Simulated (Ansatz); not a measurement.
MgF$_{2}$:
```
MgF2
1.0
    4.62226     0.00000     0.00000
    0.00000     4.62226     0.00000
    0.00000     0.00000     3.04641
Mg F
2 4
Direct
  0.00000   0.00000   0.00000
  0.50000   0.50000   0.50000
  0.30298   0.30298   0.00000
  0.19702   0.80298   0.50000
  0.69702   0.69702   0.00000
  0.80298   0.19702   0.50000
```

Relaxed with r²SCAN. Special points in fractions of this cell's reciprocal vectors: Γ (0.000, 0.000, 0.000); X (0.000, 0.500, 0.000); M (0.500, 0.500, 0.000); Z (0.000, 0.000, 0.500); R (0.000, 0.500, 0.500); A (0.500, 0.500, 0.500).

List the band energies nearest the valence-band maximum at these points for the program Ansatz at the r²SCAN level (PAW).

In eV from the valence-band maximum; about four levels below and three above (degenerate sets whole), none deeper than 8.9 eV; points with the same levels are listed once.

```
k                    below                    above
-  -----------------------  -----------------------
Γ   -0.71 -0.32 -0.32 0.00         8.07 13.32 13.32
X  -0.97 -0.97 -0.38 -0.38  10.51 10.51 14.60 14.60
M  -0.94 -0.94 -0.79 -0.79  12.25 12.25 12.38 12.38
Z  -1.16 -1.16 -0.86 -0.86  12.91 12.91 16.10 16.10
R  -0.73 -0.73 -0.67 -0.67  13.82 13.82 14.62 14.62
A  -0.62 -0.62 -0.48 -0.48  14.31 14.31 14.63 14.63
```

Space group P4_2/mnm (rutile). Symmetry was held in the r²SCAN relaxation.

Potentials: the later of the program's two PAW sets.
